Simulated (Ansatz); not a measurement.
**Mg2Ge: computed properties**

The calculation used DFT PBE, scalar-relativistic, plane waves, PAW in Ansatz.

Plane waves to 420 eV, a k mesh through Γ of 10×10×10 on the computed 3-atom cell and Gaussian smearing (0.01 eV); no spin polarisation.

The structure is relaxed at this level of theory with its symmetry kept.

```cif
data_structure
_symmetry_space_group_name_H-M 'P 1'
_symmetry_Int_Tables_number 1
_cell_length_a 4.5410
_cell_length_b 4.5410
_cell_length_c 4.5410
_cell_angle_alpha 60.000
_cell_angle_beta 60.000
_cell_angle_gamma 60.000
_cell_volume 66.21
loop_
_atom_site_label
_atom_site_type_symbol
_atom_site_fract_x
_atom_site_fract_y
_atom_site_fract_z
_atom_site_occupancy
Mg1 Mg 0.25000 0.25000 0.25000 1
Mg2 Mg 0.75000 0.75000 0.75000 1
Ge1 Ge 0.00000 0.00000 0.00000 1
```

Formation energy from the elements' standard states (uncorrected)?

-0.277 eV/atom.

Kohn–Sham band gap?

0.17 eV, indirect from Γ to X.

Löwdin character of the top 1 eV of the valence band?

Ge 4p 90 %, unprojected 7 %.

Electron masses at the edge by Cartesian direction of the standard setting (m_e; degenerate bands sorted by energy; no spin-orbit coupling)?

x: 0.55; y: 0.19; z: 0.19.

Hole masses at the edge by Cartesian direction of the standard setting (m_e; degenerate bands sorted by energy; no spin-orbit coupling)?

x: 0.34, 0.34, 0.072; y: 0.34, 0.34, 0.072; z: 0.34, 0.34, 0.072.

Bulk modulus?

50 GPa.

Its pressure derivative?

4.2.

Electronic dielectric constant xx, yy, zz of the standard setting (independent particles)?

18.2, 18.2, 18.2.

Bader charges (e)?

Mg (2 in the cell) 1.47, Ge (1 in the cell) -2.93.